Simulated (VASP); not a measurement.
Input of a VASP 6.6.1 run:

File INCAR:

```
SYSTEM = PbSe
PREC = Accurate
ENCUT = 600
EDIFF = 1E-7
ISMEAR = 0
SIGMA = 0.03
LREAL = .FALSE.
LASPH = .TRUE.
NELM = 80
ALGO = Normal
ISIF = 2
LWAVE = .FALSE.
LCHARG = .FALSE.
IBRION = 2
NSW = 40
EDIFFG = -0.01
```

KPOINTS

```
Automatic mesh
0
G
  8 8 8
  0 0 0
```

Contents of POSCAR:

```
PbSe                                    
1.0
    0.0000000000      3.0626834225      3.0626834225
    3.0626834225      0.0000000000      3.0626834225
    3.0626834225      3.0626834225      0.0000000000
  Pb              Se            
     1     1
Direct
     0.0000000000000000    0.0000000000000000    0.0000000000000000
     0.5000000000000000    0.5000000000000000    0.5000000000000000
```

Potentials or basis: VASP PAW LDA potentials, release 64 (Pb_d, Se).

Run with:

```sh
$ cat potpaw_LDA.64/Pb_d/POTCAR potpaw_LDA.64/Se/POTCAR > POTCAR
$ mpirun -np 1 vasp_std > vasp.out
```

(1) Predict the band gap on the k mesh.

Results:

(1) 0.17 eV, direct.

Caveat: the relaxation stopped at its first step, so nothing moved; spin-orbit coupling is left out, which as a rule narrows the gap of such compounds by several tenths of an eV.
